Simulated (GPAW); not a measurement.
## Sn in GPAW: the effect of functional

The system is Sn.

```
Sn
1.0
    -1.72654    1.77555    2.33834
     1.72654   -1.77555    2.33834
     1.72654    1.77555   -2.33834
Sn
1
Direct
  0.00000 0.00000 0.00000
```

This isn't the form of Sn at room conditions, which is tetragonal (white tin).

Alike in all runs:

| Item | Value |
| --- | --- |
| Program | GPAW 26.7.0 |
| Task | Fermi surface |
| Cutoff | 510 eV |
| Basis | pw |
| k mesh | 11 × 11 × 11 |
| Occupations | fermi-dirac, width 0.05 eV |
| Spin | no spin polarisation |

```tsv
functional	potentials or basis	pressure (GPa)
LDA	the program's PAW data sets (release 1.2.1) made for this functional	?
PBEsol	PAW data sets generated in the run's folder for this functional	-4.2
r2SCAN	GPAW PAW data sets (gpaw-data 1.2.1)	-2.7
RPBE	the program's PAW data sets (release 1.2.1) made for this functional	-0.3
AM05	PAW data sets generated in the run's folder for this functional	-4.2
WC	PAW data sets generated in the run's folder for this functional	-4.0
revPBE	the program's PAW data sets (release 1.2.1) made for this functional	-0.7
SCAN	GPAW PAW data sets (gpaw-data 1.2.1)	-2.7
```

Task: What does the run with functional LDA give?

Result: Pressure -5.4 GPa.

Caveats: the cutoff is short for stress and forces, so pressures can be off by a GPa or more; the PAW data sets were made with another functional, which shifts forces and pressure a little (some runs).

Runs at the PBE level aren't shown here.
